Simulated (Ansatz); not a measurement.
# PbS (Pm-3m) in Ansatz: density of states with PBE

Aim: the density of states of PbS with PBE.

All numbers are computed with Ansatz 0.2.0; they aren't measurements. Logs are shortened: lines on timing, memory, paths and dates and some standing lists are left out, and cuts for length are marked.

## Step 1: Starting point

It takes space group Pm-3m (No. 221, cubic). Conventional cell: a = 3.654 Å, b = 3.654 Å, c = 3.654 Å, α = 90.00°, β = 90.00°, γ = 90.00°. Around Pb (site symmetry m-3m) lie 8 S at 3.16 Å. S (site symmetry m-3m) has 8 Pb at 3.16 Å as nearest neighbours.

Measurements of this composition are mostly on another form, of space group No. 225.

## Step 2: Density of states, PBE

Input file input.yaml:

```yaml
crystal:
  lattice:
    - [3.653659, 0.0, 0.0]
    - [0.0, 3.653659, 0.0]
    - [0.0, 0.0, 3.653659]
  atoms:
    - { symbol: Pb, position: [0.0, 0.0, 0.0] }
    - { symbol: S, position: [0.5, 0.5, 0.5] }
kpoints:
  mp_grid: { grid: [7, 7, 7] }
scf:
  occupations: { method: fermi_dirac, width: 0.05 }
hamiltonian:
  xc: pbe
  pseudopotentials: { kind: all_electron, datasets: crystal }
output:
  forces: true
  stress: true
  eigenvalues: true
  dos: { projected: false, de: 0.1, e_range: [-10, 8] }
```

Potentials or basis: all-electron PAW datasets made for the crystal.

Command:

```
ansatz run input.yaml --threads 1 --pin off --max-ram 3072MiB --backend cpu --events-out ev --progress --plain --runs-dir out
```

Output:

```text
Warning: RAYON_NUM_THREADS=1 ignored (pool sized by the plan → 1); use --threads N
hamiltonian.pseudopotentials.datasets: crystal makes datasets for this crystal and solves the spheres of its atoms anew in each pass: cutoff 260.0 eV, the density's 1040.0 eV; for an error of 0.50 meV an atom under PBE, 1.0 meV for the cell; an energy difference from a run of another recipe may be off by several times the error for the cell, under r2SCAN by more, where some 0.1 meV an atom stays at smaller errors; S in spheres of 1.376 Å, 6 of its electrons in bands; Pb in spheres of 1.376 Å, 14 of its electrons in bands
Engine: ansatz 0.2.0, x86_64-unknown-linux-gnu
Pseudopotentials: kind: all_electron
Pseudopotential: Pb, paw, valence charge 14, recommended cutoff 260 eV (normal), crystal/all_electron/pbe/scalar/gaussian/Pb, Koelling and Harmon's equation, gaussian nucleus
Pseudopotential: S, paw, valence charge 6, recommended cutoff 260 eV (normal), crystal/all_electron/pbe/scalar/gaussian/S, Koelling and Harmon's equation, gaussian nucleus
Functional definition: PBE
  parameter kappa = 0.804
  parameter beta = 0.06672455060314922
  exchange = pbe_x(kappa = kappa, mu = beta*pi^2/3)
  correlation = pbe_c(beta = beta)
Crystal: 2 atoms, lattice volume = 48.774 Å³
Basis set: ecut = 260 eV, 461 PW (Γ), exchange–correlation on 40×40×40 points (8 copies of the dense FFT grid, shifted against one another)
Bands: 14, of which v1, the nominal top of the filled ones, is band 10 counted from 1 (9 counted from 0)
Symmetry: 48 space group operations
Space group: Pm-3m (ITA 221), of the structure as read, at distance tolerance 3.7e-5 Å
k-points: 20 of 343
Non-local potential: Pb, projectors of the file, l = 0: 1, l = 1: 1, l = 2: 2
Non-local potential: S, projectors of the file, l = 0: 1, l = 1: 1, l = 2: 2
PAW form: soft (Blöchl's): semilocal exchange-correlation on the pseudo side does not see the compensation charge
PAW one-centre angular grid: Pb, 590 points (default); XC on its mesh's 1809 points in the sphere
PAW one-centre angular grid: S, 110 points (default); XC on its mesh's 1989 points in the sphere
Initial density: superposition of atomic densities (neutral atoms: chi_scale 0, normalization atom)
Initial wavefunctions: pseudopotential atomic-orbital guess
Functional: x = pbe(κ = 0.804, μ = 0.2195149727645171), c = pbe(β = 0.06672455060314922)
iter 1 solved again at ethr=1.15e-2 eV; its pass at ethr=1.00e-1 eV (dr2=2.30e0 eV) is discarded
SCF iter   1: F=—  HF=-578930.531919 eV  |F-HF|=—  |Δ(HF+E_count)|=         —  Δρ=4.24e-2  dr2=2.32e0  ethr=1.15e-2  ⟨swp⟩=2.2  Hψ=1413  notcnv=0
preconditioner: auto → none  [insulator: Δε(μ)=1.140 eV  Ē_g=15.187 eV  σ=0.050 eV  W_gap=1.00  n_scr=6 (ndim 8)  ℏωp=23.8 eV  f_vac=0.000  D(μ)=0.00/eV (n_scr^D=0)  ε∞_Penn≈3.5]
SCF iter   2: F=—  HF=-578930.016403 eV  |F-HF|=—  |Δ(HF+E_count)|=   5.16e-1  Δρ=2.69e-2  dr2=6.32e-1  ethr=1.15e-2  ⟨swp⟩=3.0  Hψ=722  notcnv=0
iter 3 solved again at ethr=1.58e-4 eV; its pass at ethr=3.16e-3 eV (dr2=3.15e-2 eV) is discarded
SCF iter   3: F=—  HF=-578929.858781 eV  |F-HF|=—  |Δ(HF+E_count)|=   1.58e-1  Δρ=6.98e-3  dr2=3.17e-2  ethr=1.58e-4  ⟨swp⟩=2.1  Hψ=1327  notcnv=0  defer=1
SCF iter   4: F=—  HF=-578929.857382 eV  |F-HF|=—  |Δ(HF+E_count)|=   1.40e-3  Δρ=3.50e-3  dr2=1.50e-2  ethr=1.58e-4  ⟨swp⟩=3.1  Hψ=648  notcnv=0  defer=1
SCF iter   5: F=—  HF=-578929.855231 eV  |F-HF|=—  |Δ(HF+E_count)|=   2.15e-3  Δρ=5.11e-4  dr2=3.12e-4  ethr=7.49e-5  ⟨swp⟩=2.4  Hψ=525  notcnv=0
SCF iter   6: F=—  HF=-578929.855173 eV  |F-HF|=—  |Δ(HF+E_count)|=   5.85e-5  Δρ=1.59e-4  dr2=2.77e-5  ethr=1.56e-6  ⟨swp⟩=3.0  Hψ=701  notcnv=0
SCF iter   7: F=—  HF=-578929.855169 eV  |F-HF|=—  |Δ(HF+E_count)|=   3.57e-6  Δρ=1.01e-4  dr2=1.12e-5  ethr=1.38e-7  ⟨swp⟩=2.0  Hψ=484  notcnv=0
SCF iter   8: F=—  HF=-578929.855168 eV  |F-HF|=—  |Δ(HF+E_count)|=   1.06e-6  Δρ=5.12e-5  dr2=3.45e-6  ethr=5.60e-8  ⟨swp⟩=2.0  Hψ=483  notcnv=0
SCF iter   9: F=—  HF=-578929.855168 eV  |F-HF|=—  |Δ(HF+E_count)|=   6.84e-7  Δρ=2.01e-5  dr2=5.13e-7  ethr=1.73e-8  ⟨swp⟩=2.0  Hψ=483  notcnv=0
SCF iter  10: F=-578929.855167 eV  HF=-578929.855167 eV  |F-HF|=1.16e-10  |Δ(HF+E_count)|=   1.07e-7  Δρ=6.98e-7  dr2=5.58e-10  ethr=2.57e-9  ⟨swp⟩=2.9  Hψ=510  notcnv=0
SCF 1 converged in 10 iterations: F = -578929.855168 eV  dr2 = 5.58e-10
  Residual-converged pass: ⟨swp⟩=3.4  Hψ=607  notcnv=0  max |occ|·‖R‖ = 5.3e-6 eV (tolerance 5.3e-6 eV)  dr2=5.40e-10  dr2_onsite=3.85e-10  max |Δocc| = 6.1e-11
SCF converged after 10 iterations
Free energy (F): -578929.855168 eV
Harris-Foulkes:  -578929.855168 eV  (|F-HF|=1.16e-10)
Internal energy: -578929.847639 eV  (E = F + TS)
E sigma→0 (E₀):  -578929.851404 eV
Entropy (-TS):   -0.007528 eV (-3.764 meV/atom)
Past the cutoff: the bands carry plane waves up to 1.75 times it, of which those up to 1.5 times it add -0.000210 eV an atom, each by itself; the spheres take 0.000332 eV an atom off the energy for waves past 1.75 times it
By the cutoff:   a pressure is off by up to 0.007 GPa (1.2 times the spheres' own share and the shells' term, over an atom's volume, and 0.004 GPa: a bound that held against runs at twice the plane waves)
Past the cutoffs: a stress includes 0.0009 GPa for waves and charges beyond them, in addition to the slope of what the spheres take
In the spheres:  the bands' charges fall short by 2.2e-7 e at most (sound up to 1e-3)
Fermi energy:    12.128919 eV
--- Per-component energies (eV) ---
  E_band       = 25.233592
  E_kinetic    = 244.201711
  E_local      = -943.476288  (includes V_loc(G=0)·N_el)
  E_nonlocal   = 340.212050
  E_hartree    = 446.304998
  E_xc         = -138.717887
  E_vxc        = -170.707660  (∫ρ·V_xc dr)
  E_paw        = -580675.085092  (= ΣΔE_a)
  E_vpaw       = -3696.945437  (= ΣTr[D̂ρ^β])
  E_ewald      = -1562.626095
  E_smearing   = -0.007528  (= −TS)
  E_closure    = 3359.338963  (closes the sum)
  Σ components = -578929.855168   (vs F -578929.855168, Δ=0.00e0)
  The terms above E_closure are by the made datasets' own strengths, without shells solved beside the bands.
--- Forces (eV/Å), atoms counted from 1 ---
  atom   1  Pb    -0.00000000    -0.00000000     0.00000000
  atom   2  S      0.00000000     0.00000000     0.00000000
  max |Σ_I F_I| component: 6.90e-31 eV/Å
--- Stress (GPa, compression-positive) ---
       -0.014755       0.000000       0.000000
       -0.000000      -0.014755       0.000000
        0.000000       0.000000      -0.014755
  P = ⅓ Tr σ = -0.0148 GPa (-0.148 kbar)
--- Band table (eV; the first three rows and the last of 20) ---
  k-point 0: bands = ["-4.7356", "-4.7356", "-4.5256", "-4.5256", "-4.5256", "-0.9439", "5.4622", "10.5960", "10.5960", "10.5960", "17.6579", "17.6579", "18.7057"]
  k-point 1: bands = ["-4.7337", "-4.7061", "-4.5365", "-4.5365", "-4.5245", "-0.7724", "5.1081", "10.5722", "10.7620", "10.7620", "16.8538", "17.8085", "18.2161"]
  k-point 2: bands = ["-4.7296", "-4.6402", "-4.5610", "-4.5610", "-4.5222", "-0.3017", "4.2177", "10.8296", "11.1932", "11.1932", "14.8991", "17.1403", "17.1403"]
  k-point 19: bands = ["-4.6491", "-4.6434", "-4.6434", "-4.4868", "-4.4868", "1.2897", "5.9204", "9.3987", "9.6514", "9.6514", "12.1660", "12.1660", "13.0267"]
```

Wall time 14 s (1 thread of Intel Xeon at 2.50GHz (Skylake/Cascade Lake), shared host); peak memory 0.4 GiB.

Results:

```yaml
Free_energy: -578929.8552 eV
Pressure: 0.0 GPa
```

Levels at points of the mesh, in eV from the Fermi level:
| k point | band 7 | band 8 | band 9 | band 10 | band 11 | band 12 | band 13 |
| --- | --- | --- | --- | --- | --- | --- | --- |
| (0.00, 0.00, 0.00) | -6.67 | -1.53 | -1.53 | -1.53 | 5.53 | 5.53 | 6.58 |

States per cell in windows of 1 eV (zero at the Fermi level; states under -8 eV left out):
| from (eV) | total |
| --- | --- |
| -8.0 | 1.28 |
| -7.0 | 0.13 |
| -6.0 | 0.00 |
| -5.0 | 0.09 |
| -4.0 | 1.25 |
| -3.0 | 1.48 |
| -2.0 | 1.64 |
| -1.0 | 1.56 |
| 0.0 | 0.20 |
| 1.0 | 0.57 |
| 2.0 | 1.59 |
| 3.0 | 1.19 |
| 4.0 | 1.68 |
| 5.0 | 0.74 |
| 6.0 | 0.27 |

Caveat: the program warned that the printed levels may be off, so bands, gaps and densities of states are rough. Spin-orbit coupling is left out, which matters for the levels of Pb.
